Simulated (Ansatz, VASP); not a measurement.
**Two plane-wave programs on GaN**

```
Ga N
1.0
     3.15400    0.00000    0.00000
    -1.57700    2.73145    0.00000
     0.00000    0.00000    5.29099
Ga N
2 2
Direct
  0.66667 0.33333 0.50156
  0.33333 0.66667 0.00156
  0.66667 0.33333 0.87344
  0.33333 0.66667 0.37344
```

Change from the starting cell: biaxial strain in the a-b plane, c and atoms relaxed: -2.0 %.

Alike in both runs: functional PBE; k mesh 12 × 12 × 6; occupations gaussian, width 0.02 eV; no spin polarisation.

Ansatz relaxed the structure, and its values are those at the end. VASP's run is a single point on that final structure, the one shown.

|  | VASP | Ansatz |
| --- | --- | --- |
| version | VASP 6.6.1 | Ansatz 0.2.0 |
| potentials or method | VASP PAW PBE potentials, release 64 (Ga_d, N) | scalar-relativistic, plane waves, PAW |
| plane-wave cutoff (eV) | 520 | 420 |
| valence electrons in the cell | 36 | 36 |

|  | VASP | Ansatz | Ansatz less VASP |
| --- | --- | --- | --- |
| gap on the k mesh at the Fermi level (eV) | 1.79 | 1.79 | -0.007 |
| least direct gap on the mesh (eV) | 1.79 | 1.79 | -0.007 |
| pressure (GPa) | 5.8 | 5.8 | -0.07 |
